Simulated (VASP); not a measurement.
Os, 2 atoms in the cell. Symmetry: P6_3/mmc, No. 194, hexagonal system. Conventional cell: a = 2.774 Å, b = 2.774 Å, c = 4.384 Å, α = 90.00°, β = 90.00°, γ = 120.00°. Around Os (site symmetry -6m2) lie 12 Os at 2.71 to 2.77 Å.  The cell isn't the ideal one: a relaxed cell with its volume scaled by 1.04.

- Program: VASP 6.6.1
- Task: relaxation of shape and atoms at fixed volume
- Functional: r2SCAN
- Potentials or basis: VASP PAW PBE potentials, release 64 (Os)
- Cutoff: 600 eV
- k mesh: 15 × 15 × 9
- Occupations: methfessel-paxton, width 0.1 eV
- Spin: no spin polarisation
- Further INCAR settings: ALGO = Normal; EDIFF = 1e-07; IBRION = 2; EDIFFG = -0.01; NSW = 40; ISIF = 4

Potentials or basis: VASP PAW PBE potentials, release 64 (Os).

Command:

```console
$ cat potpaw_PBE.64/Os/POTCAR > POTCAR
$ mpirun -np 1 vasp_std > vasp.out
```

Hardware: 1 thread of Intel(R) Xeon(R) Platinum 8488C (Sapphire Rapids) (shared host).

Task: Estimate the wall time of this run.

Result: Run time: 5.8 min on 1 thread of Intel(R) Xeon(R) Platinum 8488C (Sapphire Rapids), with other jobs on the host, peak memory 0.21 GiB. Counts: scf iterations 41, k points 135, ion steps 3.
